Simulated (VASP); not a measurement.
# CdSe (Cadmoselite) (P6_3mc) in VASP: a series of runs

One crystal, CdSe (Cadmoselite), is run at these levels: PBE, PBEsol; tasks: equation of state.

Program: VASP 6.6.1. These are calculated values, not measurements. Logs are shortened: lines on timing, memory, paths and dates and some standing lists are left out, and cuts for length are marked.

## 1. The structure

The structure is hexagonal, space group P6_3mc (No. 186). Conventional cell: a = 4.300 Å, b = 4.300 Å, c = 7.020 Å, α = 90.00°, β = 90.00°, γ = 120.00°. Around Cd (site symmetry 3m) lie 4 Se at 2.61 to 2.70 Å. Se (site symmetry 3m) is surrounded by 4 Cd at 2.61 to 2.70 Å.

## 2. Equation of state, PBE, 26.42 Å³/atom (volume scaled by 0.94)

INCAR

```
  ALGO = Normal
  EDIFF = 1E-7
  ENCUT = 520
  GGA = PE
  ISIF = 2
  ISMEAR = -1
  LASPH = True
  LCHARG = False
  LREAL = False
  LWAVE = False
  NBANDS = 26
  NELM = 60
  PREC = Accurate
  SIGMA = 0.05
```

KPOINTS

```
k-points
0
Gamma
  7 7 4
```

POSCAR

```
CdSe
1.0
    4.2122202675      0.0000000000      0.0000000000
   -2.1061101337      3.6478897580      0.0000000000
    0.0000000000      0.0000000000      6.8766944832
Cd Se
2 2
Direct
    0.6666666667      0.3333333333      0.5000000000
    0.3333333333      0.6666666667      0.0000000000
    0.6666666667      0.3333333333      0.8850000000
    0.3333333333      0.6666666667      0.3850000000
```

Potentials or basis: VASP PAW PBE potentials, release 64 (Cd, Se).

The run is started by

```bash
> cat potpaw_PBE.64/Cd/POTCAR potpaw_PBE.64/Se/POTCAR > POTCAR
> mpirun -np 1 vasp_std > vasp.out
```

OUTCAR:

```text
EDIFF = 1E-7
   ENCUT = 520
   GGA = PE
   ISIF = 2
   ISMEAR = -1
   LASPH = True
   LREAL = False
   NELM = 60
   PREC = Accurate

 ion  position               nearest neighbor table
   1  0.667  0.333  0.500-   4 2.56   4 2.56   4 2.56   3 2.65
   2  0.333  0.667  0.000-   3 2.56   3 2.56   3 2.56   4 2.65
   3  0.667  0.333  0.885-   2 2.56   2 2.56   2 2.56   1 2.65
   4  0.333  0.667  0.385-   1 2.56   1 2.56   1 2.56   2 2.65

  LATTYP: Found a hexagonal cell.
 ALAT       =     4.2122202675
 C/A-ratio  =     1.6325581395

  Lattice vectors:

 A1 = (   4.2122202675,   0.0000000000,   0.0000000000)
 A2 = (  -2.1061101337,   3.6478897580,   0.0000000000)
 A3 = (   0.0000000000,   0.0000000000,   6.8766944832)

Analysis of symmetry for initial positions (statically):
=====================================================================
 Subroutine PRICEL returns:
 Original cell was already a primitive cell.

 Routine SETGRP: Setting up the symmetry group for a
 hexagonal supercell.

 Subroutine GETGRP returns: Found 12 space group operations
 (whereof  6 operations were pure point group operations)
 out of a pool of 24 trial point group operations.

The static configuration has the point symmetry C_3v.
 The point group associated with its full space group is C_6v.

Analysis of symmetry for dynamics (positions and initial velocities):
=====================================================================
 Subroutine PRICEL returns:
 Original cell was already a primitive cell.

 Routine SETGRP: Setting up the symmetry group for a
 hexagonal supercell.

 Subroutine GETGRP returns: Found 12 space group operations
 (whereof  6 operations were pure point group operations)
 out of a pool of 24 trial point group operations.

The dynamic configuration has the point symmetry C_3v.
 The point group associated with its full space group is C_6v.

 Subroutine INISYM returns: Found 12 space group operations
 (whereof  6 operations are pure point group operations),
 and found     1 'primitive' translations

----------------------------------------------------------------------------------------

                                     Primitive cell
[... 88 lines left out ...]
   ISPIN  =      1    spin polarized calculation?
   LNONCOLLINEAR =      F non collinear calculations
   LSORBIT =      F    spin-orbit coupling
   LASPH  =      T    aspherical Exc in radial PAW
   ENCUT  =  520.0 eV  38.22 Ry    6.18 a.u.   7.83  7.83 12.79*2*pi/ulx,y,z
   NELM   =     60;   NELMIN=  2; NELMDL= -5     # of ELM steps
   EDIFF  = 0.1E-06   stopping-criterion for ELM
   LREAL  =      F    real-space projection
   EDIFFG = 0.1E-05   stopping-criterion for IOM
   NSW    =      0    number of steps for IOM
   IBRION =     -1    ionic relax: 0-MD 1-quasi-New 2-CG
   NFREE  =      0    steps in history (QN), initial steepest desc. (CG)
   ISIF   =      2    stress and relaxation
   ISYM   =      2    0-nonsym 1-usesym 2-fastsym
   POTIM  = 0.5000    time-step for ionic-motion
   TEBEG  =    0.0;   TEEND  =   0.0 temperature during run
   PSTRESS=    0.0 pullay stress
   NELECT =      36.0000    total number of electrons
   NUPDOWN=      -1.0000    fix difference up-down
   EMIN   =  10.00;   EMAX   =-10.00  energy-range for DOS
   EFERMI =   0.00;   METHOD = LEGACY
   ISMEAR =    -1;   SIGMA  =   0.05  broadening in eV -4-tet -1-fermi 0-gaus
   EFERMI_NEDOS =   21; number of points for ismear=-14 and -15
   IALGO  =     38    algorithm
   IMIX   =      4    mixing-type and parameters
     AMIX     =   0.40;   BMIX     =  1.00
     AMIX_MAG =   1.60;   BMIX_MAG =  1.00
  volume/ion in A,a.u.               =      26.42       178.27
  Fermi-wavevector in a.u.,A,eV,Ry     =   1.143400  2.160713 17.787759  1.307363
  Thomas-Fermi vector in A             =   2.280095
   LORBIT       =      0    0 simple, 1 ext, 2 COOP (PROOUT), +10 PAW based schemes
   GGA     = PE    functional components
   LHFCALC =     F    Hartree Fock is set to
   AEXX    =    0.0000 exact exchange contribution
   IVDW    =     0    specifies the selected vdW correction
   LEPSILON=     F    determine dielectric tensor
   LRPA    =     F    only Hartree local field effects (RPA)
 non-spin polarized calculation
  energy-cutoff  :      520.00
  volume of cell :      105.67
 maximum number of plane-waves:      2870
 NGX is ok and might be reduce to    32
   NGX = 15   NGY = 15   NGZ = 25

 number of electron      35.9999996 magnetization

 Free energy of the ion-electron system (eV)
  ---------------------------------------------------
  ext. energy  EPLUGINS =         0.00000000
  ---------------------------------------------------
  free energy    TOTEN  =       -10.67942277 eV

  energy without entropy =      -10.67941862  energy(sigma->0) =      -10.67942070

 E-fermi :   1.9023     XC(G=0):  -9.1672

 val. band max:        1.4555341687   @ k =   0.0000   0.0000   0.0000
 cond. band min:       2.2913430241   @ k =   0.0000   0.0000   0.0000
 fundamental gap:      0.8358088554
 Fermi energy:         1.9022536725

 k-point     1 :       0.0000    0.0000    0.0000
  band No.  band energies     occupation
      1     -11.5152      2.00000
      2     -11.0926      2.00000
      3      -6.7193      2.00000
      4      -6.7193      2.00000
      5      -6.6542      2.00000
      6      -6.6542      2.00000
[... 685 lines left out ...]
     25       9.6240      0.00000
     26       9.6240      0.00000

------------------------ aborting loop because EDIFF is reached ----------------------------------------

  FORCE on cell =-STRESS in cart. coord.  units (eV):
  Direction    XX          YY          ZZ          XY          YZ          ZX
  --------------------------------------------------------------------------------------
  -------------------------------------------------------------------------------------
  Total        5.6426910      5.6426910      3.6674070      0.0000000     -0.0000000      0.0000000
  in kB       85.5587326     85.5587326     55.6079876      0.0000000     -0.0000000      0.0000000
  external PRESSURE =      75.5751509 kB  Pullay stress =       0.0000000 kB

 VOLUME and BASIS-vectors are now :
 -----------------------------------------------------------------------------
  energy-cutoff  :      520.00
  volume of cell :      105.67
      direct lattice vectors                 reciprocal lattice vectors
     4.212220268  0.000000000  0.000000000     0.237404489  0.137065546  0.000000000
    -2.106110134  3.647889758  0.000000000     0.000000000  0.274131091  0.000000000
     0.000000000  0.000000000  6.876694483     0.000000000  0.000000000  0.145418704

 POSITION                                       TOTAL-FORCE (eV/Angst)
 -----------------------------------------------------------------------------------
      2.10611      1.21596      3.43835        -0.000000      0.000000      0.361782
     -0.00000      2.43193      0.00000         0.000000      0.000000      0.361782
      2.10611      1.21596      6.08587        -0.000000     -0.000000     -0.361782
     -0.00000      2.43193      2.64753         0.000000      0.000000     -0.361782
 -----------------------------------------------------------------------------------
    total drift:                               -0.000000      0.000000      0.000427

  FREE ENERGIE OF THE ION-ELECTRON SYSTEM (eV)
  ---------------------------------------------------
  free  energy   TOTEN  =       -10.6794227658 eV

  energy  without entropy=      -10.6794186248  energy(sigma->0) =      -10.67942070
```

OSZICAR:

```text
N       E                     dE             d eps       ncg     rms          rms(c)
DAV:   1     0.247622507789E+03    0.24762E+03   -0.17449E+04  1248   0.126E+03
DAV:   2     0.150080878618E+01   -0.24612E+03   -0.23822E+03  1388   0.312E+02
DAV:   3    -0.113178106147E+02   -0.12819E+02   -0.12749E+02  1514   0.720E+01
DAV:   4    -0.114208498955E+02   -0.10304E+00   -0.10295E+00  1390   0.607E+00
DAV:   5    -0.114214410787E+02   -0.59118E-03   -0.59116E-03  1434   0.447E-01    0.102E+01
DAV:   6    -0.107179198113E+02    0.70352E+00   -0.12025E+00  1578   0.115E+01    0.780E+00
DAV:   7    -0.106841963794E+02    0.33723E-01   -0.61922E-01  1310   0.411E+00    0.249E+00
DAV:   8    -0.106790696166E+02    0.51268E-02   -0.76388E-02  1296   0.283E+00    0.453E-01
DAV:   9    -0.106792116798E+02   -0.14206E-03   -0.91541E-03  1370   0.109E+00    0.152E-01
DAV:  10    -0.106793343435E+02   -0.12266E-03   -0.93457E-04  1330   0.344E-01    0.756E-02
DAV:  11    -0.106794133186E+02   -0.78975E-04   -0.16449E-04  1304   0.763E-02    0.265E-02
DAV:  12    -0.106794216721E+02   -0.83535E-05   -0.19851E-05  1470   0.413E-02    0.116E-02
DAV:  13    -0.106794227175E+02   -0.10454E-05   -0.88262E-06  1282   0.316E-02    0.194E-03
DAV:  14    -0.106794227658E+02   -0.48326E-07   -0.52415E-07  1322   0.725E-03
   1 F= -.10679423E+02 E0= -.10679421E+02  d E =-.414098E-05
```

stdout:

```text
POSCAR found type information on POSCAR CdSe
 POSCAR found :  2 types and       4 ions
 scaLAPACK will be used
 LDA part: xc-table for (Slater+PW92), standard interpolation
 POSCAR, INCAR and KPOINTS ok, starting setup
 FFT: planning ... GRIDC
 FFT: planning ... GRID_SOFT
 FFT: planning ... GRID
 WAVECAR not read
 entering main loop
```

Wall time 58 s (1 thread of Intel Xeon Platinum 8488C (Sapphire Rapids), shared host); peak memory 0.24 GiB.

Results:

```
Free energy            : -10.6794 eV
Pressure               : 7.6 GPa
Largest force          : 0.362 eV/Å
Band gap on the k mesh : 0.84 eV, direct
```

## 3. Equation of state, PBE, 26.98 Å³/atom (volume scaled by 0.96)

INCAR

```
PREC = Accurate ; ENCUT = 520
EDIFF = 1E-7 ; ISMEAR = -1
SIGMA = 0.05 ; LREAL = F
LASPH = T ; NELM = 100
ALGO = Normal ; ISIF = 2
LWAVE = F ; LCHARG = F
GGA = PE ; NBANDS = 26
```

KPOINTS

```
regular mesh
0
Gamma
  7 7 4
```

POSCAR

```
CdSe
1.0
    4.2418847678      0.0000000000      0.0000000000
   -2.1209423839      3.6735799689      0.0000000000
    0.0000000000      0.0000000000      6.9251235047
Cd Se
2 2
Direct
    0.6666666667      0.3333333333      0.5000000000
    0.3333333333      0.6666666667      0.0000000000
    0.6666666667      0.3333333333      0.8850000000
    0.3333333333      0.6666666667      0.3850000000
```

Potentials or basis: VASP PAW PBE potentials, release 64 (Cd, Se).

The run is started by

```bash
> cat potpaw_PBE.64/Cd/POTCAR potpaw_PBE.64/Se/POTCAR > POTCAR
> mpirun -np 1 vasp_std > vasp.out
```

It took 54 s on 1 thread of Intel Xeon Platinum 8488C (Sapphire Rapids), shared host; peak memory 0.24 GiB.

Results (log left out):

```
Free energy            : -10.7744 eV
Pressure               : 6.0 GPa
Largest force          : 0.337 eV/Å
Band gap on the k mesh : 0.79 eV, direct
```

## 4. Equation of state, PBE, 27.54 Å³/atom (volume scaled by 0.98)

INCAR

```
PREC = Accurate
ENCUT = 520
EDIFF = 1E-7
ISMEAR = -1
SIGMA = 0.05
LREAL = False
LASPH = True
NELM = 60
ALGO = Normal
ISIF = 2
LWAVE = False
LCHARG = False
GGA = PE
NBANDS = 26
```

KPOINTS

```
Automatic mesh
0
Gamma
  7 7 4
```

POSCAR

```
CdSe
1.0
    4.2711400700      0.0000000000      0.0000000000
   -2.1355700350      3.6989158038      0.0000000000
    0.0000000000      0.0000000000      6.9728844864
Cd Se
2 2
Direct
    0.6666666667      0.3333333333      0.5000000000
    0.3333333333      0.6666666667      0.0000000000
    0.6666666667      0.3333333333      0.8850000000
    0.3333333333      0.6666666667      0.3850000000
```

The run is started by

```bash
> cat potpaw_PBE.64/Cd/POTCAR potpaw_PBE.64/Se/POTCAR > POTCAR
> mpirun -np 1 vasp_std > vasp.out
```

Run time: 67 s. Hardware: 1 thread of Intel Xeon Platinum 8488C (Sapphire Rapids), shared host; peak memory 0.25 GiB.

It converged, with:

```yaml
Free_energy: -10.8486 eV
Pressure: 4.6 GPa
Largest_force: 0.313 eV/Å
Band_gap_on_the_k_mesh: 0.75 eV, direct
```

(Continued in part 2 of 2.)
